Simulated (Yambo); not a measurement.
# GaN (F-43m) in Yambo: a series of runs

The runs below take GaN through G0W0 quasiparticle levels, optical spectrum, optical spectrum by the Bethe-Salpeter equation, with PBEsol.

Everything below comes from runs of Yambo 5.3.0. Logs are shortened: lines on timing, memory, paths and dates and some standing lists are left out, and cuts for length are marked.

**1. The undisturbed crystal**

The structure is cubic, space group F-43m (No. 216). Conventional cell: a = 4.507 Å, b = 4.507 Å, c = 4.507 Å, α = 90.00°, β = 90.00°, γ = 90.00°. Ga (site symmetry -43m) is surrounded by 4 N at 1.95 Å. N (site symmetry -43m) has 4 Ga at 1.95 Å as nearest neighbours.

The cell is a database's computed one.

**2. G0W0 quasiparticle levels, PBEsol (cell squeezed)**

g0w00.in reads:

```
gw0
dyson
el_el_corr
rim_cut
HF_and_locXC
ppa
em1d
RandQpts= 1000000
RandGvec= 50 RL
EXXRLvcs= 84 Ry
VXCRLvcs= 84 Ry
Chimod= "HARTREE"
% BndsRnXp
 1 | 89 |
%
NGsBlkXp= 12 Ry
% LongDrXp
 1 | 1 | 1 |
%
PPAPntXp= 27.21138 eV
% GbndRnge
 1 | 89 |
%
GTermKind= "BG"
DysSolver= "n"
ExtendOut
% QPkrange
 1 | 1 | 8 | 11 |
%
```

scf.in reads:

```
&CONTROL
  calculation = 'scf'
  prefix = 'pwscf'
  outdir = './tmp'
  pseudo_dir = './pseudo'
/
&SYSTEM
  ibrav = 0
  nat = 2
  ntyp = 2
  ecutwfc = 84
  nbnd = 15
  occupations = 'smearing'
  smearing = 'fd'
  degauss = 0.00367493
  force_symmorphic = .true.
/
&ELECTRONS
  conv_thr = 4d-10
  electron_maxstep = 120
  mixing_beta = 0.5
/
ATOMIC_SPECIES
Ga    69.7230 Ga.upf
N     14.0070 N.upf
CELL_PARAMETERS angstrom
   0.0000000000    2.1917295107    2.1917295107
   2.1917295107    0.0000000000    2.1917295107
   2.1917295107    2.1917295107    0.0000000000
ATOMIC_POSITIONS crystal
Ga     0.0000000000    0.0000000000    0.0000000000
N      0.2500000000    0.2500000000    0.2500000000
K_POINTS automatic
10 10 10 0 0 0
```

nscf.in reads:

```
&CONTROL
  calculation = 'nscf'
  prefix = 'pwscf'
  outdir = './tmp'
  pseudo_dir = './pseudo'
/
&SYSTEM
  ibrav = 0
  nat = 2
  ntyp = 2
  ecutwfc = 84
  nbnd = 89
  occupations = 'fixed'
  force_symmorphic = .true.
/
&ELECTRONS
  conv_thr = 1d-08
  diago_full_acc = .true.
  diago_thr_init = 1d-06
/
ATOMIC_SPECIES
Ga    69.7230 Ga.upf
N     14.0070 N.upf
CELL_PARAMETERS angstrom
   0.0000000000    2.1917295107    2.1917295107
   2.1917295107    0.0000000000    2.1917295107
   2.1917295107    2.1917295107    0.0000000000
ATOMIC_POSITIONS crystal
Ga     0.0000000000    0.0000000000    0.0000000000
N      0.2500000000    0.2500000000    0.2500000000
K_POINTS automatic
6 6 6 0 0 0
```

Potentials or basis: PseudoDojo 0.4.1 SR PBEsol standard.

Launch:

```sh
> OMP_NUM_THREADS=1 pw.x -in scf.in > scf.out
> OMP_NUM_THREADS=1 pw.x -in nscf.in > nscf.out
> cd tmp/pwscf.save; p2y; mv SAVE ../..; cd ../..
> OMP_NUM_THREADS=1 yambo
> OMP_NUM_THREADS=1 yambo -F g0w00.in -J g0w00 -C g0w00_out
```

Yambo's report:

```text
[... sections 02.01 to 02.04 as in the set-up run ...]

  [02.05] Energies & Occupations
  ==============================

  [X] === General ===
  [X] Electronic Temperature                        :  0.000000  0.000000 [eV K]
  [X] Bosonic    Temperature                        :  0.000000  0.000000 [eV K]
  [X] Finite Temperature mode                       : no
  [X] El. density                                   :  0.85483E+24 [cm-3]
  [X] Fermi Level                                   :  11.86076 [eV]

  [X] === Gaps and Widths ===
  [X] Conduction Band Min                           :  2.245611 [eV]
  [X] Valence Band Max                              :  0.000000 [eV]
  [X] Filled Bands                                  :   9
  [X] Empty Bands                                   :   10   89
  [X] Direct Gap                                    :  2.245611 [eV]
  [X] Direct Gap localized at k                     :  1
  [X] Indirect Gap                                  :  2.245611 [eV]
  [X] Indirect Gap between kpts                     :  1  1
  [X] Last valence band width                       :  3.827141 [eV]
  [X] 1st conduction band width                     :  4.361459 [eV]

 [03] Transferred momenta grid and indexing
 ==========================================

 IBZ Q-points                                      :  16
 BZ  Q-points                                      :  216

 K/Q-points units:
 rlu = crystal or reduced units; cc = cartesian coordinates; iku = interal k-units

 Q [ 1]         [rlu]:  0.000000  0.000000  0.000000
 Q [ 2]         [rlu]:  0.73456E-17 -0.20410E-16  0.16667
 Q [ 3]         [rlu]:  0.14691E-16 -0.40820E-16  0.33333
 Q [ 4]         [rlu]: -0.32120E-16  0.23392E-16 -0.50000
 Q [ 5]         [rlu]:  0.24513E-16  0.16667      0.16667
 Q [ 6]         [rlu]:  0.73456E-17  0.16667      0.33333
 Q [ 7]         [rlu]: -0.23147E-16  0.16667      0.50000
 Q [ 8]         [rlu]:  0.23392E-16  0.16667     -0.33333
 Q [ 9]         [rlu]:  0.13064E-16  0.16667     -0.16667
 Q [10]         [rlu]:  0.49027E-16  0.33333      0.33333
 Q [11]         [rlu]:  0.21223E-16  0.33333      0.50000
 Q [12]         [rlu]: -0.67221E-16  0.33333     -0.33333
 Q [13]         [rlu]: -0.55244E-16 -0.50000     -0.50000
 Q [14]         [rlu]:  0.166667  0.333333  0.500000
 Q [15]         [rlu]:  0.166667  0.333333 -0.333333
 Q [16]         [rlu]:  0.166667 -0.500000 -0.333333

 [04] Coloumb potential Random Integration (RIM)
 ===============================================

  [04.01] RIM initialization
  ==========================

  * Diagonal components only detected *

  8 x (sBL volume)        :  0.064653 [a.u.]
  sBZ random points       :  1000000
  Points outside the sBZ  :   7999624
  RL volume               :  1.745630 [a.u.]
  Integrated volume       :  1.745712 [a.u.]

  [04.02] RIM integrals
  =====================

  Gamma point sphere radius             :  0.072803 [a.u.]
  Points outside the sphere             :   799635
  [Int_sBZ(q=0) 1/q^2]*(Vol_sBZ)^(-1/3) =:  7.763403
                                 should be <:  7.795600
  [WR./g0w00//ndb.RIM]------------------------------------------------------------
   Brillouin Zone Q/K grids (IBZ/BZ)                :   16  216   16  216
   Coulomb cutoff potential                         : none
   Coulombian RL components                         :   51
   Coulombian diagonal components                   : yes
   RIM random points                                :  1000000
   RIM  RL volume             [a.u.]                :  1.745712
   Real RL volume             [a.u.]                :  1.745630
   Eps^-1 reference component                       : 0
   Eps^-1 components                                :  0.000000  0.000000  0.000000
   RIM anysotropy factor                            :  0.000000

  Summary of Coulomb integrals for non-metallic bands |Q|[au] RIM/Bare

  Q [1] 0.100000E-4 0.995870 * Q [2] 0.218964 1.064892
  Q [5] 0.252838 1.062895 * Q [9] 0.357567 1.025361
  Q [6] 0.419285 1.018901 * Q [3] 0.437929 1.016674
  Q [10] 0.505677 1.013019 * Q [8] 0.551048 1.010368
  Q [14] 0.565364 1.010150 * Q [7] 0.619325 1.008381
  Q [11] 0.656893 1.007507 * Q [4] 0.656893 1.007314
  Q [12] 0.715135 1.006086 * Q [15] 0.747906 1.005634
  Q [13] 0.758515 1.005850 * Q [16] 0.799545 1.005283

 [05] Dipoles
 ============
[... 55 lines left out ...]
  PPA Im  energy                                   :  27.21138 eV
 [X-CG] R(p) Tot o/o(of R):   29000  155520     100
 [X-CG] R(p) Tot o/o(of R):   16973  155520     100
 [X-CG] R(p) Tot o/o(of R):   26798  155520     100
 [X-CG] R(p) Tot o/o(of R):   45402  155520     100
 [X-CG] R(p) Tot o/o(of R):   42372  155520     100
 [X-CG] R(p) Tot o/o(of R):   40536  155520     100
 [X-CG] R(p) Tot o/o(of R):   37167  155520     100
 [X-CG] R(p) Tot o/o(of R):   26156  155520     100
 [X-CG] R(p) Tot o/o(of R):   42436  155520     100
 [X-CG] R(p) Tot o/o(of R):   35359  155520     100
 [X-CG] R(p) Tot o/o(of R):   16446  155520     100
 [X-CG] R(p) Tot o/o(of R):   45329  155520     100
 [X-CG] R(p) Tot o/o(of R):   44391  155520     100
 [X-CG] R(p) Tot o/o(of R):   36299  155520     100

 [07] Local Exchange-Correlation + Non-Local Fock
 ================================================

 [VXC] Plane waves :  1893
 [EXS] Plane waves :  1893

 QP @ state[ 1 ] K range:  1  1
 QP @ state[ 1 ] b range:   8  11

 [xc] Functional : Perdew, Burke & Ernzerhof SOL(X)+Perdew, Burke & Ernzerhof SOL(C)
 [xc] LIBXC used to calculate xc functional
  PP Number of Atomic Species                      :  2
  NLCC RL compoments                               :  14649
  PP Number of Atomic Species                      :  2
  NLCC RL compoments                               :  14649
 [WR./g0w00//ndb.HF_and_locXC]---------------------------------------------------
  Brillouin Zone Q/K grids (IBZ/BZ)                :   16  216   16  216
  RL vectors                                       :  2445 [WF]
  Fragmentation                                    : no
  Electronic Temperature                           :  0.000000 [K]
  Bosonic    Temperature                           :  0.000000 [K]
  Green`s function   wavefunctions                 : Perdew, Burke & Ernzerhof SOL(X)+Perdew, Burke & Ernzerhof SOL(C)
  Total number of QP states                        :   4
  Exchange RL vectors                              :  1893
  Exchange summation bands                         :   9
  RIM RL components                                :   51
  RIM random points                                :  1000000

 [xc] E_xc :  -11.60692 [Ha]
      E_xc :  -23.21384 [Ry]

  Local XC kind (lXC) : Perdew, Burke & Ernzerhof SOL(X)+Perdew, Burke & Ernzerhof SOL(C)
  Non-Local XC kind (nlXC) : Hartree-Fock

  Corrections @ K [1] :  [eV]
 <8|nlXC|8> = -21.63587 -0.23779E-17 <8|lXC|8> = -18.62723  0.18845E-15
 <9|nlXC|9> = -21.63588  0.60287E-18 <9|lXC|9> = -18.62723  0.88159E-20
 <10|nlXC|10> = -9.977233  0.15744E-17 <10|lXC|10> = -13.94941 -0.34168E-19
 <11|nlXC|11> = -7.532653  0.18686E-17 <11|lXC|11> = -12.51566 -0.12234E-19

 [08] Dyson equation: Newton solver
 ==================================

 [WARNING] Response block size in GW reduced to 137     RL (6904    mHa)

  [08.01] G0W0 (W PPA)
  ====================

  [  GW  ] Bands range     :    1   89
  [GW/PPA] G damping       :  0.100000 [eV]

  QP @ state[ 1 ] K range:  1  1
  QP @ state[ 1 ] b range:   8  11

   Current Q-pt index             :  1
   :: PP condition fails/total    :  0.360914
   :: Time ordering fails/rest    :  0.501292
   :: Mean rel dev of PP cond     :  0.360940
   Current Q-pt index             :  2
   :: PP condition fails/total    :  0.362939
   :: Time ordering fails/rest    :  0.500460
   :: Mean rel dev of PP cond     :  0.362980
   Current Q-pt index             :  3
   :: PP condition fails/total    :  0.372316
   :: Time ordering fails/rest    :  0.500382
   :: Mean rel dev of PP cond     :  0.372353
   Current Q-pt index             :   4
[... 37 lines left out ...]
   :: Time ordering fails/rest    :  0.499456
   :: Mean rel dev of PP cond     :  0.363615
   Current Q-pt index             :  14
   :: PP condition fails/total    :  0.368373
   :: Time ordering fails/rest    :  0.500042
   :: Mean rel dev of PP cond     :  0.368411
   Current Q-pt index             :  15
   :: PP condition fails/total    :  0.360808
   :: Time ordering fails/rest    :  0.500125
   :: Mean rel dev of PP cond     :  0.360837
   Current Q-pt index             :  16
   :: PP condition fails/total    :  0.361447
   :: Time ordering fails/rest    :  0.500375
   :: Mean rel dev of PP cond     :  0.361471

  [08.02] QP properties and I/O
  =============================

  Legend (energies in eV)
  - B  : Band       - Eo  : bare energy
  - E  : QP energy  - Z   : Renormalization factor
  - So : Sc(Eo)     - S   : Sc(E)
  - dSp: Sc derivative precision

  - lXC: Local XC (Perdew, Burke & Ernzerhof SOL(X)+Perdew, Burke & Ernzerhof SOL(C))
  -nlXC: non-Local XC (Hartree-Fock)

  QP [eV] @ K [1] (iku):  0.000000  0.000000  0.000000
   B=8 Eo= -0.00 E= -0.37 E-Eo= -0.37 Re(Z)=0.80 Im(Z)=-0.101722E-2 nlXC= -21.6359 lXC= -18.6272 So=  2.54604
   B=9 Eo=  0.00 E= -0.36 E-Eo= -0.36 Re(Z)=0.80 Im(Z)=-0.101667E-2 nlXC= -21.6359 lXC= -18.6272 So=  2.55526
   B=10 Eo=  2.25 E=  2.35 E-Eo=  0.10 Re(Z)=0.82 Im(Z)=-0.893123E-3 nlXC= -9.97723 lXC= -13.9494 So= -3.84458
   B=11 Eo= 10.78 E= 10.91 E-Eo=  0.13 Re(Z)=0.86 Im(Z)=-0.393087E-2 nlXC= -7.53265 lXC= -12.5157 So= -4.83271

  [WR./g0w00//ndb.QP]-------------------------------------------------------------
   Lattice constants                                :  4.141769  4.141769  4.141769
   Coulomb cutoff potential                         : none
   Electronic Temperature                           :  0.000000 [K]
   Bosonic    Temperature                           :  0.000000 [K]
   Green`s function   energies                      : Perdew, Burke & Ernzerhof SOL(X)+Perdew, Burke & Ernzerhof SOL(C)
   wavefunctions                                    : Perdew, Burke & Ernzerhof SOL(X)+Perdew, Burke & Ernzerhof SOL(C)
   PPA    diel. fun.  energies                      : Perdew, Burke & Ernzerhof SOL(X)+Perdew, Burke & Ernzerhof SOL(C)
   wavefunctions                                    : Perdew, Burke & Ernzerhof SOL(X)+Perdew, Burke & Ernzerhof SOL(C)
   QP tot states                                    :   4
   GW solver                                        : Newton
   GW approximation                                 : PPA
   PPA imaginary Energy                             :  27.21138 ev
   RIM G`s                                          :   51
   RIM random pts                                   :  1000000
   dS/dw steps                                      :  2
   dS/dw step                                       :  0.100000 ev
   X G`s                                            :  137 used
   X G`s                                            :  137 disk
   X bands                                          :    1   89
   X poles                                          :  100.0000 o/o
   X e/h E range                                    : -1.000000 -1.000000 ev
   X Hxc Kernel                                     : HARTREE
   X BZ energy Double Grid                          : no
   X Optical Averaged directions                    : none
   Sc/G bands                                       :    1   89
   Sc/G damping                                     :  0.100000 ev
   Sc bands terminator                              : yes
   Sc terminator kind                               : BG
   Sc Terminator pole                               :  40.81708
   Sx RL components                                 :  1893

   QP @ state[ 1 ] K range                          :  1  1
   QP @ state[ 1 ] b range                          :   8  11
   GF energies kind                                 : Perdew, Burke & Ernzerhof SOL(X)+Perdew, Burke & Ernzerhof SOL(C)
   GF WF`s kind                                     : Perdew, Burke & Ernzerhof SOL(X)+Perdew, Burke & Ernzerhof SOL(C)
   Xs energies kind                                 : Perdew, Burke & Ernzerhof SOL(X)+Perdew, Burke & Ernzerhof SOL(C)
   Xs WF`s kind                                     : Perdew, Burke & Ernzerhof SOL(X)+Perdew, Burke & Ernzerhof SOL(C)
```

Wall time 7.5 min (1 thread of Arm Neoverse V1, shared host); peak memory 0.4 GiB.

What came out:

```
Band gap on the k mesh, mean-field level          : 2.25 eV, direct
Quasiparticle gap                                 : 2.71 eV
Least direct quasiparticle gap                    : 2.71 eV
Quasiparticle gap at Γ                            : 2.71 eV
Band gap of the same states before the correction : 2.25 eV
```

Quasiparticle terms (eV):
```
              k point  band  Kohn-Sham level     Vxc      Σx     Σc     Z  result
(0.000, 0.000, 0.000)     8             0.00  -18.63  -21.64   2.55  0.80   -0.37
(0.000, 0.000, 0.000)     9             0.00  -18.63  -21.64   2.56  0.80   -0.36
(0.000, 0.000, 0.000)    10             2.25  -13.95   -9.98  -3.84  0.82    2.35
(0.000, 0.000, 0.000)    11            10.78  -12.52   -7.53  -4.83  0.86   10.91
```

Caveat: the potentials hold a filled d shell without the s and p states of that shell, which can shift GW gaps by tenths of an eV, either way; this version prints the column dSc/dw multiplied by 27.2; the terminator is approximate in this version, by hundredths of an eV.

**3. Optical spectrum, PBEsol (cell squeezed)**

optics1.in reads:

```
optics
chi
Chimod= "HARTREE"
% BndsRnXd
 1 | 34 |
%
NGsBlkXd= 3 Ry
% LongDrXd
 1 | 0 | 0 |
%
% QpntsRXd
 1 | 1 |
%
% EnRngeXd
 0 | 20 | eV
%
% DmRngeXd
 0.1 | 0.1 | eV
%
ETStpsXd= 200
```

scf.in is that of step 2.

nscf.in is that of step 2.

Potentials or basis: PseudoDojo 0.4.1 SR PBEsol standard.

Launch:

```sh
> OMP_NUM_THREADS=1 pw.x -in scf.in > scf.out
> OMP_NUM_THREADS=1 pw.x -in nscf.in > nscf.out
> cd tmp/pwscf.save; p2y; mv SAVE ../..; cd ../..
> OMP_NUM_THREADS=1 yambo
> OMP_NUM_THREADS=1 yambo -F optics1.in -J optics1 -C optics1_out
```

Yambo's report:

```text
[... sections 02.01 to 02.04 as in the set-up run ...]

  [02.05] Energies & Occupations
  ==============================

  [X] === General ===
  [X] Electronic Temperature                        :  0.000000  0.000000 [eV K]
  [X] Bosonic    Temperature                        :  0.000000  0.000000 [eV K]
  [X] Finite Temperature mode                       : no
  [X] El. density                                   :  0.85483E+24 [cm-3]
  [X] Fermi Level                                   :  11.86076 [eV]

  [X] === Gaps and Widths ===
  [X] Conduction Band Min                           :  2.245611 [eV]
  [X] Valence Band Max                              :  0.000000 [eV]
  [X] Filled Bands                                  :   9
  [X] Empty Bands                                   :   10   89
  [X] Direct Gap                                    :  2.245611 [eV]
  [X] Direct Gap localized at k                     :  1
  [X] Indirect Gap                                  :  2.245611 [eV]
  [X] Indirect Gap between kpts                     :  1  1
  [X] Last valence band width                       :  3.827141 [eV]
  [X] 1st conduction band width                     :  4.361459 [eV]

 [03] Transferred momenta grid and indexing
 ==========================================

 IBZ Q-points                                      :  16
 BZ  Q-points                                      :  216

 K/Q-points units:
 rlu = crystal or reduced units; cc = cartesian coordinates; iku = interal k-units

 Q [ 1]         [rlu]:  0.000000  0.000000  0.000000
 Q [ 2]         [rlu]:  0.73456E-17 -0.20410E-16  0.16667
 Q [ 3]         [rlu]:  0.14691E-16 -0.40820E-16  0.33333
 Q [ 4]         [rlu]: -0.32120E-16  0.23392E-16 -0.50000
 Q [ 5]         [rlu]:  0.24513E-16  0.16667      0.16667
 Q [ 6]         [rlu]:  0.73456E-17  0.16667      0.33333
 Q [ 7]         [rlu]: -0.23147E-16  0.16667      0.50000
 Q [ 8]         [rlu]:  0.23392E-16  0.16667     -0.33333
 Q [ 9]         [rlu]:  0.13064E-16  0.16667     -0.16667
 Q [10]         [rlu]:  0.49027E-16  0.33333      0.33333
 Q [11]         [rlu]:  0.21223E-16  0.33333      0.50000
 Q [12]         [rlu]: -0.67221E-16  0.33333     -0.33333
 Q [13]         [rlu]: -0.55244E-16 -0.50000     -0.50000
 Q [14]         [rlu]:  0.166667  0.333333  0.500000
 Q [15]         [rlu]:  0.166667  0.333333 -0.333333
 Q [16]         [rlu]:  0.166667 -0.500000 -0.333333

 [WARNING] [Xd] User bands 1-34 break level degeneracy

 [04] Dipoles
 ============

  [04.01] Setup: observables and procedures
  =========================================

  [WF-Oscillators/G space/Transverse up loader] Normalization (few states)  min/max  :  0.27756E-16   1.0000

  [WR./optics1//ndb.dipoles]------------------------------------------------------
   Brillouin Zone Q/K grids (IBZ/BZ)                :   16  216   16  216
   RL vectors                                       :  2445 [WF]
   Fragmentation                                    : yes
   Electronic Temperature                           :  0.000000 [K]
   Bosonic    Temperature                           :  0.000000 [K]
   DIP band range                                   :    1   34
   DIP band range limits                            :   9  10
   DIP e/h energy range                             : -1.000000 -1.000000 [eV]
   RL vectors in the sum                            :  2445
   [r,Vnl] included                                 : yes
   Bands ordered                                    : yes
   Direct v evaluation                              : no
   Approach used                                    : G-space v
   Dipoles computed                                 : R V P [G-space]
   Wavefunctions                                    : Perdew, Burke & Ernzerhof SOL(X)+Perdew, Burke & Ernzerhof SOL(C)

  [WARNING] [r,Vnl^pseudo] included in position and velocity dipoles.

  [WARNING] In case H contains other non local terms, these are neglected

 [05] Optics
 ===========

 [X-CG] R(p) Tot o/o(of R):    2760   48600     100
```

Run time: 46 s. Hardware: 1 thread of Arm Neoverse V1, shared host; peak memory 0.29 GiB.

Results:

| Quantity | Value |
| --- | --- |
| Band gap on the k mesh, mean-field level | 2.25 eV, direct |
| Electronic dielectric constant along the field | 5.91 |
| Electronic dielectric constant along the field, independent particles | 6.16 |

Dielectric function (along the field direction of the input):
| energy (eV) | real part | imaginary part |
| --- | --- | --- |
| 0.30 | 5.92 | 0.08 |
| 1.31 | 6.30 | 0.13 |
| 2.31 | 3.68 | 4.03 |
| 3.32 | 6.66 | 0.28 |
| 4.42 | 4.26 | 1.10 |
| 5.43 | 8.32 | 1.38 |
| 6.43 | 5.62 | 3.35 |
| 7.54 | 7.47 | 4.81 |
| 8.54 | 0.74 | 1.58 |
| 9.55 | 4.05 | 3.88 |
| 10.65 | 0.32 | 8.37 |
| 11.66 | 2.97 | 4.13 |
| 12.66 | -1.19 | 3.65 |
| 13.77 | -2.42 | 4.50 |
| 14.77 | -1.52 | 1.68 |
| 15.78 | -0.68 | 0.82 |
| 16.88 | -0.61 | 0.43 |
| 17.89 | -0.43 | 0.71 |
| 18.89 | -0.24 | 1.20 |
| 20.00 | -0.01 | 0.49 |

Caveat: spectra need much finer meshes, so this one isn't converged; these spectra lack excitons.

(Continued in part 2 of 2.)
